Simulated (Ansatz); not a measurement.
# ZnS: the cost of one run

Method: DFT PBE, scalar-relativistic, plane waves, PAW, in Ansatz 0.2.0.

4 further runs of the same task are left out: 2 that didn't finish, 2 set aside as unsound or not needed. Runs told in other sessions of the task aren't counted.

## (1) The system as given

The structure is hexagonal, space group P6_3mc (No. 186). The conventional cell has a = 3.845 Å, b = 3.845 Å, c = 6.305 Å, α = 90.00°, β = 90.00°, γ = 120.00°. Around Zn (site symmetry 3m) lie 4 S at 2.36 Å. S (site symmetry 3m) is surrounded by 4 Zn at 2.36 Å.

Coordinates:

```
CELL_PARAMETERS angstrom
3.84549 0.00000 0.00000
-1.92275 3.33029 0.00000
0.00000 0.00000 12.61067
ATOMIC_POSITIONS crystal
Zn 0.33333 0.66667 0.00261
Zn 0.33333 0.66667 0.50261
Zn 0.66667 0.33333 0.25261
Zn 0.66667 0.33333 0.75261
S 0.33333 0.66667 0.18989
S 0.33333 0.66667 0.68989
S 0.66667 0.33333 0.43989
S 0.66667 0.33333 0.93989
```

It is built from the cell relaxed beforehand with the same method (20.19 Å³/atom).

## (2) The reference: the undisturbed cell on the scan's mesh

input.yaml reads:

```yaml
crystal:
  lattice:
    - [3.8454929876, 0.0, 0.0]
    - [-1.9227464938, 3.3302946173, 0.0]
    - [0.0, 0.0, 12.6106666232]
  atoms:
    - { symbol: Zn, position: [0.3333333333, 0.6666666667, 0.0026098951] }
    - { symbol: Zn, position: [0.3333333333, 0.6666666667, 0.5026098951] }
    - { symbol: Zn, position: [0.6666666667, 0.3333333333, 0.2526098951] }
    - { symbol: Zn, position: [0.6666666667, 0.3333333333, 0.7526098951] }
    - { symbol: S, position: [0.3333333333, 0.6666666667, 0.1898901049] }
    - { symbol: S, position: [0.3333333333, 0.6666666667, 0.6898901049] }
    - { symbol: S, position: [0.6666666667, 0.3333333333, 0.4398901049] }
    - { symbol: S, position: [0.6666666667, 0.3333333333, 0.9398901049] }
basis:
  ecutwfc: 420
kpoints:
  mp_grid: { grid: [12, 12, 2] }
hamiltonian:
  xc: pbe
scf:
  occupations: { method: gaussian, width: 0.05 }
output:
  forces: true
  stress: true
  eigenvalues: true
  write_density: true
  write_potential: true
  elf: true
  volumetric_format: npy
```

Command:

```
> ansatz run input.yaml --threads 2 --pin off --max-ram 5120MiB --backend cpu --events-out ev --progress --plain --runs-dir out
```

**Question.** How long does this run take on 2 threads of AMD EPYC (Zen 3), shared host, and how much memory does it need?

About 34 s, with a peak of 0.53 GiB.
